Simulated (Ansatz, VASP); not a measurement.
This is a calculation of Te for VASP 6.6.1.

File INCAR:

```
SYSTEM = Te
  PREC = Accurate
  ENCUT = 520
  EDIFF = 1E-6
  ISMEAR = 0
  SIGMA = 0.01
  LREAL = .False.
  LASPH = .True.
  NELM = 150
  ALGO = Normal
  ISIF = 2
  LWAVE = .False.
  LCHARG = .False.
  LNONCOLLINEAR = .True.
  MAGMOM = 0 0 0
  LORBIT = 11
  LSORBIT = .True.
  GGA_COMPAT = .False.
  LORBMOM = .True.
  NBANDS = 17
```

File KPOINTS:

```
regular mesh
0
Gamma
  7 7 7
  0 0 0
```

POSCAR

```
Te
1.0
    3.1541904700      0.0000000000      0.0000000000
   -0.2173210954      3.1466949427      0.0000000000
   -0.2173210954     -0.2328476703      3.1380680402
Te
1
Direct
    0.5000000000      0.5000000000      0.5000000000
```

Potentials or basis: VASP PAW LDA potentials, release 64 (Te).

The run is started by

```bash
$ cat potpaw_LDA.64/Te/POTCAR > POTCAR
$ mpirun -np 1 vasp_ncl > vasp.out
```

Task: Set up the same calculation for Ansatz 0.2.0. Potentials there: all-electron LAPW, relativistic spinors.

Result: As run (the cutoff follows the program's own potentials):

File input.yaml:

```yaml
crystal:
  lattice:
    - [3.15419047, 0.0, 0.0]
    - [-0.2173210954, 3.1466949427, 0.0]
    - [-0.2173210954, -0.2328476703, 3.1380680402]
  atoms:
    - { symbol: Te, position: [0.5, 0.5, 0.5] }
kpoints:
  mp_grid: { grid: [7, 7, 7] }
scf:
  occupations: { method: gaussian, width: 0.01 }
hamiltonian:
  xc: lda
  pseudopotentials: { kind: all_electron, lapw: { basis_error: 0.001 } }
magnetization:
  noncollinear: true
  spin_orbit: true
output:
  forces: true
  stress: true
  eigenvalues: true
```

Potentials or basis: all-electron LAPW, relativistic spinors.

Command:

```console
$ ansatz run input.yaml --threads 1 --pin off --max-ram 3072MiB --backend cpu --events-out ev --progress --plain --runs-dir out
```

Both were run:

|  | VASP | Ansatz | Ansatz less VASP |
| --- | --- | --- | --- |
| gap on the k mesh at the Fermi level (eV) | none | none | - |
| pressure (GPa) | -1.0 | -1.0 | -0.02 |
| largest component of the traceless stress (GPa) | 0.31 | 0.24 | -0.065 |
| net moment per atom (μB) | 0.00 | 0.00 | 0.000 |

A gap of «none» marks a metal or a gap that the smearing closes. Ansatz ran all-electron here, so the differences hold the error of VASP's frozen core and of both bases.

Caveats: the k mesh is thin for a metal, which can move the energy by tens of meV per atom (Ansatz).
